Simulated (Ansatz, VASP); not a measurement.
One calculation of Be, two programs

The input INCAR:

```
PREC     = Accurate       # precision mode
ENCUT    = 520            # plane-wave cutoff, eV
EDIFF    = 1E-6           # SCF threshold, eV
ISMEAR   = -1             # smearing method
SIGMA    = 0.08           # smearing width, eV
LREAL    = F              # projectors in reciprocal space
LASPH    = T              # aspherical terms in the spheres
NELM     = 100            # most SCF steps
ALGO     = Normal         # electronic algorithm
ISIF     = 2              # what is computed and relaxed
LWAVE    = F              # write WAVECAR
LCHARG   = T              # write CHGCAR
GGA      = PE             # functional
LELF     = T              # ELF
LVHAR    = T            
NBANDS   = 9              # bands
```

KPOINTS

```
Automatic mesh
0
Gamma
  19 19 11
```

Contents of POSCAR:

```
Be
1.0
    2.1812774852      0.0000000000      0.0000000000
   -1.0906387426      1.8890417149      0.0000000000
    0.0000000000      0.0000000000      3.4526003394
Be
2
Direct
    0.3333333333      0.6666666667      0.2500000000
    0.6666666667      0.3333333333      0.7500000000
```

Input for Ansatz:

```yaml
crystal:
  lattice:
    - [2.1812774852, 0.0, 0.0]
    - [-1.0906387426, 1.8890417149, 0.0]
    - [0.0, 0.0, 3.4526003394]
  atoms:
    - { symbol: Be, position: [0.3333333333, 0.6666666667, 0.25] }
    - { symbol: Be, position: [0.6666666667, 0.3333333333, 0.75] }
kpoints:
  mp_grid: { grid: [19, 19, 11] }
scf:
  occupations: { method: fermi_dirac, width: 0.08 }
hamiltonian:
  xc: pbe
  pseudopotentials: { kind: all_electron, lapw: { basis_error: 0.001 } }
output:
  forces: true
  stress: true
  eigenvalues: true
  populations: true
```

Change from the starting cell: volume scaled by 0.9, LAPW.

Alike in both runs: task single point; functional PBE; k mesh 19 × 19 × 11; occupations fermi-dirac, width 0.08 eV; no spin polarisation.

```csv
,VASP,Ansatz
version,VASP 6.6.1,Ansatz 0.2.0
potentials or method,"VASP PAW PBE potentials, release 64 (Be)","all-electron LAPW, scalar-relativistic"
plane-wave cutoff (eV),520,see its input
```

|  | VASP | Ansatz | Ansatz less VASP |
| --- | --- | --- | --- |
| pressure (GPa) | 15.7 | 15.4 | -0.29 |

Ansatz ran all-electron here, so the differences hold the error of VASP's frozen core and of both bases.

Caveats: so large a pressure means that the cell lies far from this level's equilibrium, or that cutoff or potentials fall short (VASP).
